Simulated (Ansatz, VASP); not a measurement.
This is a calculation of Te2Mo for Ansatz 0.2.0.

Contents of input.yaml:

```yaml
crystal:
  lattice:
    - [6.4863781235, 0.0, 0.0]
    - [0.0, 3.5486635872, 0.0]
    - [-0.0874228505, 0.0, 36.8854017842]
  atoms:
    - { symbol: Te, position: [0.4292511, 0.75, 0.54070358] }
    - { symbol: Te, position: [0.5707489, 0.25, 0.45929642] }
    - { symbol: Te, position: [0.92084787, 0.25, 0.55652732] }
    - { symbol: Te, position: [0.07915213, 0.75, 0.44347268] }
    - { symbol: Mo, position: [0.18134756, 0.25, 0.49746537] }
    - { symbol: Mo, position: [0.81865244, 0.75, 0.50253463] }
hamiltonian:
  xc: pbe
  pseudopotentials: { kind: paw }
  dispersion: d3bj
kpoints:
  mp_grid: { grid: [4, 8, 1] }
scf:
  occupations: { method: fermi_dirac, width: 0.05 }
output:
  forces: true
  stress: true
  eigenvalues: true
```

Potentials or basis: Ansatz PAW.

The run is started by

```sh
$ ansatz run input.yaml --threads 2 --pin off --max-ram 5120MiB --backend cpu --events-out ev --progress --plain --runs-dir out
```

Task: Set up the same calculation for VASP 6.6.1. Potentials there: VASP PAW PBE potentials, release 64 (Te, Mo_sv).

Result: As run (the cutoff follows the program's own potentials):

The input INCAR:

```
SYSTEM = Te2Mo
  PREC = Accurate
  ENCUT = 520
  EDIFF = 1E-6
  ISMEAR = -1
  SIGMA = 0.05
  LREAL = .FALSE.
  LASPH = .TRUE.
  NELM = 100
  ALGO = Normal
  ISIF = 2
  LWAVE = .FALSE.
  LCHARG = .FALSE.
  GGA = PE
  IVDW = 12
  NBANDS = 35
```

File KPOINTS:

```
regular mesh
0
G
  4 8 1
  0 0 0
```

Contents of POSCAR:

```
Te2Mo
1.0
    6.4863781235      0.0000000000      0.0000000000
    0.0000000000      3.5486635872      0.0000000000
   -0.0874228505      0.0000000000     36.8854017842
Te Mo
4 2
Direct
    0.4292511000      0.7500000000      0.5407035800
    0.5707489000      0.2500000000      0.4592964200
    0.9208478700      0.2500000000      0.5565273200
    0.0791521300      0.7500000000      0.4434726800
    0.1813475600      0.2500000000      0.4974653700
    0.8186524400      0.7500000000      0.5025346300
```

Potentials or basis: VASP PAW PBE potentials, release 64 (Te, Mo_sv).

Launch:

```console
$ cat potpaw_PBE.64/Te/POTCAR potpaw_PBE.64/Mo_sv/POTCAR > POTCAR
$ mpirun -np 1 vasp_std > vasp.out
```

Both were run:

|  | VASP | Ansatz | Ansatz less VASP |
| --- | --- | --- | --- |
| gap on the k mesh at the Fermi level (eV) | none | none | - |
| rms of the force components (eV/Å) | 0.307 | 0.311 | +0.0043 |
| dispersion energy (meV/atom) | -370.5 | -370.5 | -0.02 |

Atom by atom the forces differ by 0.005 eV/Å (rms over components). A gap of «none» marks a metal or a gap that the smearing closes. The two sets of potentials don't hold the same shells in valence.

The runs have no spin-orbit coupling, so splittings on Te are missing.
